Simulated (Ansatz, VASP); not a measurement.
# One calculation of Al, two programs

INCAR

```
PREC     = Accurate       # precision mode
ENCUT    = 600            # plane-wave cutoff, eV
EDIFF    = 1E-7           # SCF threshold, eV
ISMEAR   = 0              # smearing method
SIGMA    = 0.1            # smearing width, eV
LREAL    = False          # projectors in reciprocal space
LASPH    = True           # aspherical terms in the spheres
NELM     = 60             # most SCF steps
ALGO     = Fast           # electronic algorithm
ISIF     = 3              # what is computed and relaxed
LWAVE    = False          # write WAVECAR
LCHARG   = False          # write CHGCAR
GGA      = PE             # functional
IBRION   = 2              # ionic algorithm
NSW      = 100            # ionic steps
EDIFFG   = -0.01          # ionic threshold
```

KPOINTS

```
Automatic mesh
0
Gamma
  8 8 8
```

The input POSCAR:

```
Al
1.0
    4.9957375715      0.0000000000      0.0000000000
    0.0000000000      4.9957375715      0.0000000000
    0.0000000000      0.0000000000      4.9957375715
Al
6
Direct
    0.2500000000      0.0000000000      0.5000000000
    0.7500000000      0.0000000000      0.5000000000
    0.5000000000      0.2500000000      0.0000000000
    0.5000000000      0.7500000000      0.0000000000
    0.0000000000      0.5000000000      0.2500000000
    0.0000000000      0.5000000000      0.7500000000
```

Input for Ansatz:

```yaml
crystal:
  lattice:
    - [4.9957375715, 0.0, 0.0]
    - [0.0, 4.9957375715, 0.0]
    - [0.0, 0.0, 4.9957375715]
  atoms:
    - { symbol: Al, position: [0.25, 0.0, 0.5] }
    - { symbol: Al, position: [0.75, 0.0, 0.5] }
    - { symbol: Al, position: [0.5, 0.25, 0.0] }
    - { symbol: Al, position: [0.5, 0.75, 0.0] }
    - { symbol: Al, position: [0.0, 0.5, 0.25] }
    - { symbol: Al, position: [0.0, 0.5, 0.75] }
basis:
  ecutwfc: 420
kpoints:
  mp_grid: { grid: [8, 8, 8] }
hamiltonian:
  xc: pbe
scf:
  occupations: { method: gaussian, width: 0.1 }
output:
  forces: true
  stress: true
  eigenvalues: true
relax:
  adjacent_minimum: "off"
  f_tol: 0.01
  max_steps: 80
  cell: { stress_tol: 0.05 }
```

Alike in both runs: task relaxation of cell and atoms; functional PBE; k mesh 8 × 8 × 8; occupations gaussian, width 0.1 eV; no spin polarisation.

|  | VASP | Ansatz |
| --- | --- | --- |
| version | VASP 6.6.1 | Ansatz 0.2.0 |
| potentials or method | VASP PAW PBE potentials, release 64 (Al) | scalar-relativistic, plane waves, PAW |
| plane-wave cutoff (eV) | 600 | 420 |
| valence electrons in the cell | 18 | 18 |

|  | VASP | Ansatz | Ansatz less VASP |
| --- | --- | --- | --- |
| gap on the k mesh at the Fermi level, each at its own relaxed structure (eV) | none | none | - |
| relaxed volume (Å³/atom) | 20.67 | 20.67 | +0.005 |
| relaxed cell length with the largest relative difference (Å) | 4.987 | 4.987 | +0.0004 |

A gap of «none» marks a metal or a gap that the smearing closes.
